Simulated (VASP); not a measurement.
# Pt (P3_121) in VASP: further runs

One crystal, Pt, is run at these levels: PBEsol; tasks: single point, relaxation of cell and atoms.

Everything below comes from runs of VASP 6.6.1. Logs are shortened: lines on timing, memory, paths and dates and some standing lists are left out, and cuts for length are marked.

## Step 1: Starting point

The structure is trigonal, space group P3_121 (No. 152). Conventional cell: a = 3.666 Å, b = 3.666 Å, c = 4.159 Å, α = 90.00°, β = 90.00°, γ = 120.00°. Around Pt (site symmetry 2) lie 2 Pt at 1.99 Å.

The cell was built by a generator and needn't be a form met in nature.

## Step 2: Single point, PBEsol

Contents of INCAR:

```
PREC = Accurate
ENCUT = 520
EDIFF = 1E-7
ISMEAR = 0
SIGMA = 0.1
LREAL = False
LASPH = True
NELM = 100
ALGO = Normal
ISIF = 2
LWAVE = False
LCHARG = False
GGA = PS
NBANDS = 22
```

Contents of KPOINTS:

```
regular mesh
0
Gamma
  6 6 4
```

Contents of POSCAR:

```
Pt
1.0
    3.6656485145      0.0000000000      0.0000000000
   -1.8328242573      3.1745447349      0.0000000000
    0.0000000000      0.0000000000      4.1588009468
Pt
3
Direct
    0.2254000000      0.0000000000      0.3333333333
    0.0000000000      0.2254000000      0.6666666667
    0.7746000000      0.7746000000      0.0000000000
```

Potentials or basis: VASP PAW PBE potentials, release 64 (Pt).

Started as:

```sh
$ cat potpaw_PBE.64/Pt/POTCAR > POTCAR
$ mpirun -np 1 vasp_std > vasp.out
```

OUTCAR:

```text
PREC = Accurate
   ENCUT = 520
   EDIFF = 1E-7
   ISMEAR = 0
   LREAL = False
   LASPH = True
   NELM = 100
   ISIF = 2
   GGA = PS

 ion  position               nearest neighbor table
   1  0.225  0.000  0.333-   3 1.99   2 1.99   3 2.88   3 2.88   2 2.88   2 2.88   2 3.12   3 3.12

   2  0.000  0.225  0.667-   3 1.99   1 1.99   3 2.88   3 2.88   1 2.88   1 2.88   1 3.12   3 3.12

   3  0.775  0.775  0.000-   1 1.99   2 1.99   2 2.88   1 2.88   1 2.88   2 2.88   1 3.12   2 3.12

  LATTYP: Found a hexagonal cell.
 ALAT       =     3.6656485145
 C/A-ratio  =     1.1345334749

  Lattice vectors:

 A1 = (   3.6656485145,   0.0000000000,   0.0000000000)
 A2 = (  -1.8328242573,   3.1745447349,   0.0000000000)
 A3 = (   0.0000000000,   0.0000000000,   4.1588009468)

Analysis of symmetry for initial positions (statically):
=====================================================================
 Subroutine PRICEL returns:
 Original cell was already a primitive cell.

 Routine SETGRP: Setting up the symmetry group for a
 hexagonal supercell.

 Subroutine GETGRP returns: Found  6 space group operations
 (whereof  2 operations were pure point group operations)
 out of a pool of 24 trial point group operations.

The static configuration has the point symmetry C_2 .
 The point group associated with its full space group is D_3 .

Analysis of symmetry for dynamics (positions and initial velocities):
=====================================================================
 Subroutine PRICEL returns:
 Original cell was already a primitive cell.

 Routine SETGRP: Setting up the symmetry group for a
 hexagonal supercell.

 Subroutine GETGRP returns: Found  6 space group operations
 (whereof  2 operations were pure point group operations)
 out of a pool of 24 trial point group operations.

The dynamic configuration has the point symmetry C_2 .
 The point group associated with its full space group is D_3 .

 Subroutine INISYM returns: Found  6 space group operations
 (whereof  2 operations are pure point group operations),
 and found     1 'primitive' translations

----------------------------------------------------------------------------------------

                                     Primitive cell

  volume of cell :      48.3950

  direct lattice vectors                    reciprocal lattice vectors
     3.665648514  0.000000000  0.000000000     0.272803024  0.157502899  0.000000000
    -1.832824257  3.174544735  0.000000000     0.000000000  0.315005799  0.000000000
     0.000000000  0.000000000  4.158800947     0.000000000  0.000000000  0.240453922

  length of vectors
     3.665648514  3.665648515  4.158800947     0.315005799  0.315005799  0.240453922

  position of ions in fractional coordinates (direct lattice)
     0.225400000  0.000000000  0.333333333
     0.000000000  0.225400000  0.666666667
     0.774600000  0.774600000  0.000000000

  ion indices of the primitive-cell ions
   primitive index   ion index
                 1           1
                 2           2
                 3           3

----------------------------------------------------------------------------------------

 KPOINTS: regular mesh

Automatic generation of k-mesh.
 Grid dimensions read from file:
 generate k-points for:    6    6    4

 Generating k-lattice:

  Cartesian coordinates                     Fractional coordinates (reciprocal lattice)
     0.045467171  0.026250483  0.000000000     0.166666667  0.000000000  0.000000000
     0.000000000  0.052500966  0.000000000     0.000000000  0.166666667  0.000000000
     0.000000000  0.000000000  0.060113481     0.000000000  0.000000000  0.250000000

  Length of vectors
     0.052500966  0.052500966  0.060113481

  Shift w.r.t. Gamma in fractional coordinates (k-lattice)
     0.000000000  0.000000000  0.000000000

 Subroutine IBZKPT returns following result:
 ===========================================

 Found     24 irreducible k-points:

 Following reciprocal coordinates:
            Coordinates               Weight
  0.000000  0.000000  0.000000      1.000000
  0.166667 -0.000000  0.000000      6.000000
  0.333333 -0.000000  0.000000      6.000000
  0.500000  0.000000  0.000000      3.000000
  0.166667  0.166667  0.000000      6.000000
  0.333333  0.166667  0.000000     12.000000
[... 16 lines left out ...]
  0.333333  0.166667  0.500000     12.000000
  0.333333  0.333333  0.500000      2.000000
   k-points           NKPTS =     24   k-points in BZ     NKDIM =     24   number of bands    NBANDS=     22
   number of dos      NEDOS =    301   number of ions     NIONS =      3
   total plane-waves  NPLWV =  25088
   dimension x,y,z NGX =    28 NGY =   28 NGZ =   32
   dimension x,y,z NGXF=    56 NGYF=   56 NGZF=   64
   ions per type =               3
   NGX,Y,Z   is equivalent  to a cutoff of  12.70, 12.70, 12.79 a.u.
   NGXF,Y,Z  is equivalent  to a cutoff of  25.40, 25.40, 25.58 a.u.
 SYSTEM =  unknown system
[... 40 lines left out ...]
 non-spin polarized calculation
 Gauss-broadening in eV      SIGMA  =   0.10
  energy-cutoff  :      520.00
  volume of cell :       48.39
 maximum number of plane-waves:      1314
 NGX is ok and might be reduce to    28

 number of electron      30.0000000 magnetization

 Free energy of the ion-electron system (eV)
  ---------------------------------------------------
  ext. energy  EPLUGINS =         0.00000000
  ---------------------------------------------------
  free energy    TOTEN  =        -9.13374668 eV

  energy without entropy =       -9.12066750  energy(sigma->0) =       -9.12720709

 E-fermi :  10.9366     XC(G=0): -12.9300

 val. band max:       10.8763859889   @ k =   0.5000   0.0000   0.5000
 cond. band min:      10.9590839497   @ k =   0.5000   0.0000   0.2500
 fundamental gap:      0.0826979608
 Fermi energy:        10.9365989874

 k-point     1 :       0.0000    0.0000    0.0000
  band No.  band energies     occupation
      1       0.5816      2.00000
      2       1.6242      2.00000
      3       1.6242      2.00000
      4       2.4958      2.00000
      5       2.7113      2.00000
      6       2.7113      2.00000
[... 14 lines left out ...]
     21      21.4303      0.00000
     22      22.5878      0.00000

 k-point     2 :       0.1667   -0.0000    0.0000
  band No.  band energies     occupation
      1       1.0883      2.00000
      2       1.7208      2.00000
      3       1.7602      2.00000
      4       2.3861      2.00000
      5       2.7918      2.00000
      6       2.8852      2.00000
[... 14 lines left out ...]
     21      20.3992      0.00000
     22      23.5478      0.00000

 k-point     3 :       0.3333   -0.0000    0.0000
  band No.  band energies     occupation
      1       1.6163      2.00000
      2       2.0768      2.00000
      3       2.1792      2.00000
      4       2.6596      2.00000
      5       3.1005      2.00000
      6       3.2403      2.00000
[... 14 lines left out ...]
     21      19.2331      0.00000
     22      22.8244      0.00000

 k-point     4 :       0.5000    0.0000    0.0000
  band No.  band energies     occupation
      1       1.5306      2.00000
      2       2.3022      2.00000
      3       2.3288      2.00000
      4       3.1813      2.00000
      5       3.2247      2.00000
      6       3.7227      2.00000
[... 14 lines left out ...]
     21      19.6268      0.00000
     22      22.1831      0.00000

 k-point     5 :       0.1667    0.1667    0.0000
  band No.  band energies     occupation
      1       1.7188      2.00000
      2       1.8632      2.00000
      3       2.1063      2.00000
      4       2.4255      2.00000
      5       2.8636      2.00000
      6       3.2103      2.00000
[... 417 lines left out ...]
 k-point    22 :       0.1667    0.1667    0.5000
  band No.  band energies     occupation
      1       1.9104      2.00000
      2       2.2669      2.00000
      3       2.4234      2.00000
      4       2.5689      2.00000
      5       3.6406      2.00000
      6       3.6913      2.00000
[... 14 lines left out ...]
     21      18.1123      0.00000
     22      23.1123      0.00000

 k-point    23 :       0.3333    0.1667    0.5000
  band No.  band energies     occupation
      1       1.9307      2.00000
      2       2.4557      2.00000
      3       2.6106      2.00000
      4       2.7587      2.00000
      5       3.7190      2.00000
      6       3.8838      2.00000
[... 14 lines left out ...]
     21      17.1815      0.00000
     22      24.8695      0.00000

 k-point    24 :       0.3333    0.3333    0.5000
  band No.  band energies     occupation
      1       1.9724      2.00000
      2       2.7121      2.00000
      3       2.7121      2.00000
      4       2.7365      2.00000
      5       3.9014      2.00000
      6       3.9014      2.00000
[... 14 lines left out ...]
     21      14.7640      0.00000
     22      27.0143      0.00000

------------------------ aborting loop because EDIFF is reached ----------------------------------------

  FORCE on cell =-STRESS in cart. coord.  units (eV):
  Direction    XX          YY          ZZ          XY          YZ          ZX
  --------------------------------------------------------------------------------------
  -------------------------------------------------------------------------------------
  Total       24.4657115     24.4657115     55.9148223     -0.0000000     -0.0000000      0.0000000
  in kB      809.9683106    809.9683106   1851.1308824     -0.0000000     -0.0000000      0.0000000
  external PRESSURE =    1157.0225012 kB  Pullay stress =       0.0000000 kB

 VOLUME and BASIS-vectors are now :
 -----------------------------------------------------------------------------
  energy-cutoff  :      520.00
  volume of cell :       48.39
      direct lattice vectors                 reciprocal lattice vectors
     3.665648514  0.000000000  0.000000000     0.272803024  0.157502899  0.000000000
    -1.832824257  3.174544735  0.000000000     0.000000000  0.315005799  0.000000000
     0.000000000  0.000000000  4.158800947     0.000000000  0.000000000  0.240453922

 POSITION                                       TOTAL-FORCE (eV/Angst)
 -----------------------------------------------------------------------------------
      0.82624      0.00000      1.38627        22.632155     -0.000000     -0.000000
     -0.41312      0.71554      2.77253       -11.316077     19.600021      0.000000
      1.41971      2.45900      0.00000       -11.316077    -19.600021      0.000000
 -----------------------------------------------------------------------------------
    total drift:                                0.000004      0.000006     -0.000000

  FREE ENERGIE OF THE ION-ELECTRON SYSTEM (eV)
  ---------------------------------------------------
  free  energy   TOTEN  =        -9.1337466771 eV

  energy  without entropy=       -9.1206675017  energy(sigma->0) =       -9.12720709
```

Run time: 24 s. Hardware: 1 thread of Intel Xeon Platinum 8559C (Emerald Rapids), shared host; peak memory 0.16 GiB.

Results:

| Property | Result |
| --- | --- |
| Free energy | -9.1337 eV |
| Pressure | 115.7 GPa |
| Largest force | 22.632 eV/Å |
| Band gap on the k mesh | none (metal or under the smearing width) |

Forces on the atoms (eV/Å):
```
Pt   22.632   0.000   0.000
Pt  -11.316  19.600   0.000
Pt  -11.316 -19.600   0.000
```

Levels at points of the mesh, in eV from the Fermi level:
```tsv
k point	band 13	band 14	band 15	band 16	band 17	band 18
(0.00, 0.00, 0.00)	-0.37	-0.37	0.46	0.66	3.37	3.37
(0.50, 0.00, 0.00)	-2.18	-1.41	-1.07	-0.11	0.99	5.06
(0.00, 0.00, 0.50)	-1.00	-1.00	0.30	1.62	1.62	9.31
(0.50, 0.00, 0.50)	-1.40	-1.37	-0.25	-0.06	1.09	1.25
```

Caveat: the k mesh is coarse (spacing up to 0.38 Å⁻¹), so the values aren't converged; a pressure of tens of GPa on the cell as given is suspect, and the run, the potentials or the cell itself is likely at fault; the PAW data sets were made with another functional, which shifts forces and pressure a little.

## Step 3: Single point, PBEsol

This run uses another cell than the first one: it holds 1 atom, not 3.

Contents of INCAR:

```
  PREC = Accurate
  ENCUT = 520
  EDIFF = 1E-6
  ISMEAR = 0
  SIGMA = 0.1
  LREAL = False
  LASPH = True
  NELM = 100
  ALGO = Normal
  ISIF = 2
  LWAVE = False
  LCHARG = False
  GGA = PS
  NBANDS = 11
```

Contents of KPOINTS:

```
regular mesh
0
Gamma
  21 21 21
```

Contents of POSCAR:

```
Pt
1.0
    1.8281391954      1.0554766566      1.4954287951
   -1.8281391954      1.0554766566      1.4954287951
    0.0000000000     -2.1109533132      1.4954287951
Pt
1
Direct
    0.5000000000      0.5000000000      0.5000000000
```

Potentials or basis: VASP PAW PBE potentials, release 64 (Pt).

Started as:

```sh
$ cat potpaw_PBE.64/Pt/POTCAR > POTCAR
$ mpirun -np 1 vasp_std > vasp.out
```

It took 80 s on 1 thread of Intel Xeon Platinum 8559C (Emerald Rapids), shared host; peak memory 0.26 GiB.

The run converged. Its results:

* Free energy: -6.4285 eV
* Pressure: -0.4 GPa
* Band gap on the k mesh: none (metal or under the smearing width)

Levels at points of the mesh, in eV from the Fermi level:
```csv
k point,band 3,band 4,band 5,band 6,band 7,band 8
"(0.00, 0.00, 0.00)",-6.01,0.34,0.34,0.34,15.35,15.37
```

Caveat: the PAW data sets were made with another functional, which shifts forces and pressure a little. The run has no spin-orbit coupling, so splittings on Pt are missing.

## Step 4: Relaxation of cell and atoms, PBEsol

This run uses another cell than the first one: it holds 1 atom, not 3.

Contents of INCAR:

```
ALGO = Normal ; EDIFF = 1E-6
EDIFFG = -0.01 ; ENCUT = 600
GGA = PS ; IBRION = 2
ISIF = 3 ; ISMEAR = 0
LASPH = True ; LCHARG = False
LREAL = False ; LWAVE = False
NELM = 80 ; NSW = 100
PREC = Accurate ; SIGMA = 0.1
```

Contents of KPOINTS:

```
k-points
0
Gamma
  21 21 21
```

Contents of POSCAR:

```
Pt
1.0
    1.9490880336      1.1253065009      1.2959615996
   -1.9490880336      1.1253065009      1.2959615996
    0.0000000000     -2.2506130018      1.2959615996
Pt
1
Direct
    0.5000000000      0.5000000000      0.5000000000
```

Started as:

```sh
$ cat potpaw_PBE.64/Pt/POTCAR > POTCAR
$ mpirun -np 1 vasp_std > vasp.out
```

Run time: 13 min. Hardware: 1 thread of Intel Xeon Platinum 8559C (Emerald Rapids), shared host; peak memory 0.38 GiB.

It converged, with:

| Property | Result |
| --- | --- |
| Free energy | -6.4277 eV |
| Relaxed volume | 17.29 Å³/atom |
| Relaxed cell | a = 2.586 Å, b = 2.586 Å, c = 2.586 Å, α = 90.14°, β = 90.14°, γ = 90.14° |
| Space group after relaxing (to 0.05 Å) | Pm-3m (No. 221) |
| Energy gained by relaxing | 15.3 meV/atom |
| Ionic steps | 29 |
| Pressure after relaxing | -0.1 GPa |
| Band gap on the k mesh | none (metal or under the smearing width) |

The path:
| step | energy change (eV) | largest force (eV/Å) | pressure (GPa) | volume (Å³) |
| --- | --- | --- | --- | --- |
| 1 | 0.0000 | 0.0000 | -0.21 | 17.05 |
| 2 | 0.0000 | 0.0000 | 0.58 | 17.00 |
| 3 | 0.0000 | 0.0000 | 0.12 | 17.03 |
| 4 | -0.0001 | 0.0000 | 0.18 | 17.03 |
| 5 | -0.0002 | 0.0000 | 0.36 | 17.03 |
| 6 | -0.0007 | 0.0000 | 0.77 | 17.03 |
| 7 | -0.0022 | 0.0000 | 1.56 | 17.02 |
| 8 | -0.0059 | 0.0000 | 3.12 | 16.98 |
| 9 | -0.0061 | 0.0000 | 6.47 | 16.82 |
| 10 | -0.0052 | 0.0000 | 6.86 | 16.79 |
| 11 | -0.0052 | 0.0000 | 6.85 | 16.79 |
| 12 | -0.0052 | 0.0000 | 6.85 | 16.79 |
| 13 | -0.0052 | 0.0000 | 6.85 | 16.79 |
| 14 | -0.0052 | 0.0000 | 6.85 | 16.80 |
| 15 | -0.0052 | 0.0000 | 6.85 | 16.80 |
| 16 | -0.0052 | 0.0000 | 6.84 | 16.80 |
| 17 | -0.0053 | 0.0000 | 6.83 | 16.80 |
| 18 | -0.0053 | 0.0000 | 6.80 | 16.80 |
| 19 | -0.0052 | 0.0000 | 6.73 | 16.80 |
| 20 | -0.0053 | 0.0000 | 6.75 | 16.80 |
| 21 | -0.0054 | 0.0000 | 6.72 | 16.80 |
| 22 | -0.0056 | 0.0000 | 6.64 | 16.81 |
| 23 | -0.0061 | 0.0000 | 6.48 | 16.82 |
| 24 | -0.0070 | 0.0000 | 6.16 | 16.84 |
| 25 | -0.0086 | 0.0000 | 5.52 | 16.89 |
| 26 | -0.0113 | 0.0000 | 4.19 | 16.98 |
| 27 | -0.0146 | 0.0000 | 1.73 | 17.15 |
| 28 | -0.0132 | 0.0000 | -2.80 | 17.52 |
| 29 | -0.0153 | 0.0000 | -0.05 | 17.29 |

Final structure:
```xyz
1
Lattice="1.8306 1.0569 1.4893 -1.8306 1.0569 1.4893 0.0000 -2.1138 1.4893" Properties=species:S:1:pos:R:3 pbc="T T T"
Pt    0.0000    0.0000    2.2340
```

Levels at points of the mesh, in eV from the Fermi level:
```tsv
k point	band 3	band 4	band 5	band 6	band 7	band 8
(0.00, 0.00, 0.00)	-6.02	0.34	0.34	0.34	15.36	15.36
```

Caveat: the PAW data sets were made with another functional, which shifts forces and pressure a little.

## Step 5: Single point, PBEsol

This run uses another cell than the first one: it holds 12 atoms, not 3.

Contents of INCAR:

```
SYSTEM = Pt
  PREC = Accurate
  ENCUT = 520
  EDIFF = 1E-7
  ISMEAR = 0
  SIGMA = 0.1
  LREAL = .False.
  LASPH = .True.
  NELM = 100
  ALGO = Fast
  ISIF = 2
  LWAVE = .False.
  LCHARG = .True.
  GGA = PS
  LELF = .True.
  LVHAR = .True.
  NBANDS = 72
```

Contents of KPOINTS:

```
Automatic mesh
0
Gamma
  3 3 3
  0 0 0
```

Contents of POSCAR:

```
Pt
1.0
    3.2456362395      1.8738689566      5.5351150598
   -3.2456362395      1.8738689566      5.5351150598
    0.0000000000     -3.7477379131      5.5351150598
Pt
12
Direct
    0.0101900000      0.6536100000      0.0101900000
    0.0101900000      0.0101900000      0.6536100000
    0.6536100000      0.0101900000      0.0101900000
    0.9898100000      0.3463900000      0.9898100000
    0.3463900000      0.9898100000      0.9898100000
    0.9898100000      0.9898100000      0.3463900000
    0.2211800000      0.6306000000      0.2211800000
    0.2211800000      0.2211800000      0.6306000000
    0.6306000000      0.2211800000      0.2211800000
    0.7788200000      0.3694000000      0.7788200000
    0.3694000000      0.7788200000      0.7788200000
    0.7788200000      0.7788200000      0.3694000000
```

Started as:

```sh
$ cat potpaw_PBE.64/Pt/POTCAR > POTCAR
$ mpirun -np 1 vasp_std > vasp.out
```

Run time: 75 s. Hardware: 1 thread of Intel Xeon 6975P-C (Granite Rapids), shared host; peak memory 0.36 GiB.

It converged, with:

```
Free energy            : -58.0554 eV
Pressure               : 85.4 GPa
Largest force          : 10.169 eV/Å
Band gap on the k mesh : none (metal or under the smearing width)
```

Forces on the atoms (eV/Å):
```
Pt   3.859 -2.228 -2.033
Pt   0.000  4.456 -2.033
Pt  -3.859 -2.228 -2.033
Pt  -3.859  2.228  2.033
Pt   3.859  2.228  2.033
Pt   0.000 -4.456  2.033
Pt   8.637 -4.987  1.988
Pt   0.000  9.973  1.988
Pt  -8.637 -4.987  1.988
Pt  -8.637  4.987 -1.988
Pt   8.637  4.987 -1.988
Pt   0.000 -9.973 -1.988
```

Stress tensor (GPa, compression positive):
```
81.59  0.00  0.00
 0.00 81.59  0.00
 0.00  0.00 93.06
```

Levels at points of the mesh, in eV from the Fermi level:
```csv
k point,band 57,band 58,band 59,band 60,band 61,band 62,band 63,band 64
"(0.00, 0.00, 0.00)",-0.20,-0.20,-0.02,-0.02,0.06,0.08,0.08,0.55
```

Caveat: the k mesh is coarse (spacing up to 0.39 Å⁻¹), so the values aren't converged; a pressure of tens of GPa on the cell as given is suspect, and the run, the potentials or the cell itself is likely at fault; the PAW data sets were made with another functional, which shifts forces and pressure a little.

## Step 6: The runs side by side

```csv
task,cell,k mesh,cutoff (eV),mesh quality,gap on the mesh (eV),pressure (GPa),largest force (eV/Å)
single point,"P3_121, 16.13 Å³/atom",6 × 6 × 4,520,coarse,none,115.7,22.63
single point,"R-3m, 17.31 Å³/atom",21 × 21 × 21,520,not flagged,none,-0.4,-
relaxation of cell and atoms,relaxed,21 × 21 × 21,600,not flagged,none,-0.1,-
single point,"R-3m, 16.83 Å³/atom",3 × 3 × 3,520,coarse,none,85.4,10.17
```

Alike in all rows: level PBEsol; potentials or basis VASP PAW PBE potentials, release 64 (Pt); no spin polarisation; smearing gaussian 0.1 eV.

Caveats: some runs use coarse meshes; the PAW data sets were made with another functional, which shifts forces and pressure a little; a pressure of tens of GPa on the cell as given is suspect, and the run, the potentials or the cell itself is likely at fault (some runs).

Total energies depend on the potentials used, so only differences within one code and one set of settings carry meaning.
